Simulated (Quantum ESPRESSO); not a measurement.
Here is a Quantum ESPRESSO 7.5 calculation.

File pw.in:

```
&CONTROL
  calculation = 'scf'
  prefix = 'pwscf'
  outdir = './tmp'
  pseudo_dir = './pseudo'
  tprnfor = .true.
  tstress = .true.
  disk_io = 'low'
/
&SYSTEM
  ibrav = 0
  nat = 2
  ntyp = 2
  ecutwfc = 56
  nbnd = 14
  occupations = 'smearing'
  smearing = 'fd'
  degauss = 0.00367493
/
&ELECTRONS
  conv_thr = 4d-10
  electron_maxstep = 120
  mixing_beta = 0.5
/
ATOMIC_SPECIES
Rb    85.4678 Rb.upf
Cl    35.4500 Cl.upf
CELL_PARAMETERS angstrom
   0.0000000000    3.2740000000    3.2740000000
   3.2740000000    0.0000000000    3.2740000000
   3.2740000000    3.2740000000    0.0000000000
ATOMIC_POSITIONS angstrom
Rb     0.0000000000    0.0000000000    0.0000000000
Cl     3.2740000000    3.2740000000    3.2740000000
K_POINTS automatic
8 8 8 1 1 1
```

The input scf2.in:

```
&CONTROL
  calculation = 'scf'
  prefix = 'pwscf'
  outdir = './tmp'
  pseudo_dir = './pseudo'
  tprnfor = .true.
  tstress = .true.
  disk_io = 'low'
/
&SYSTEM
  ibrav = 0
  nat = 2
  ntyp = 2
  ecutwfc = 56
  nbnd = 14
  occupations = 'fixed'
/
&ELECTRONS
  conv_thr = 1d-13
  electron_maxstep = 120
  mixing_beta = 0.5
  startingpot = 'file'
  startingwfc = 'file'
/
ATOMIC_SPECIES
Rb    85.4678 Rb.upf
Cl    35.4500 Cl.upf
CELL_PARAMETERS angstrom
   0.0000000000    3.2740000000    3.2740000000
   3.2740000000    0.0000000000    3.2740000000
   3.2740000000    3.2740000000    0.0000000000
ATOMIC_POSITIONS angstrom
Rb     0.0000000000    0.0000000000    0.0000000000
Cl     3.2740000000    3.2740000000    3.2740000000
K_POINTS automatic
8 8 8 1 1 1
```

The input ph.in:

```
dielectric of RbCl
&INPUTPH
  prefix = 'pwscf'
  outdir = './tmp'
  tr2_ph = 1d-18
  fildyn = 'dyn'
  niter_ph = 90
  alpha_mix(1) = 0.7
  epsil = .true.
  trans = .false.
  zeu = .true.
/
0.0000000000 0.0000000000 0.0000000000
```

Potentials or basis: PseudoDojo 0.4.1 SR LDA standard.

Run with:

```console
$ OMP_NUM_THREADS=1 pw.x -in pw.in > pw.out
$ OMP_NUM_THREADS=1 pw.x -in scf2.in > scf2.out
$ OMP_NUM_THREADS=1 ph.x -in ph.in > ph.out
```

**Question.** Estimate the electronic dielectric tensor (diagonal).

**Answer.** 2.43.

**Question.** Estimate the Born charges (mean of the diagonal).

**Answer.** Rb +1.16; Cl -1.16 e.

**Question.** Predict the pressure.

**Answer.** -1.4 GPa.

Electronic dielectric tensor:
```
2.43 0.00 0.00
0.00 2.43 0.00
0.00 0.00 2.43
```

**What was measured.**

A printed reference work, textbook reports, for a bulk crystal of RbCl at 80 K: high-frequency dielectric constant 2.19.

Against the measured high-frequency dielectric constant of RbCl, 2.19 (80 K; a printed reference work, textbook), the calculated 2.43 is off by +10.7 %.
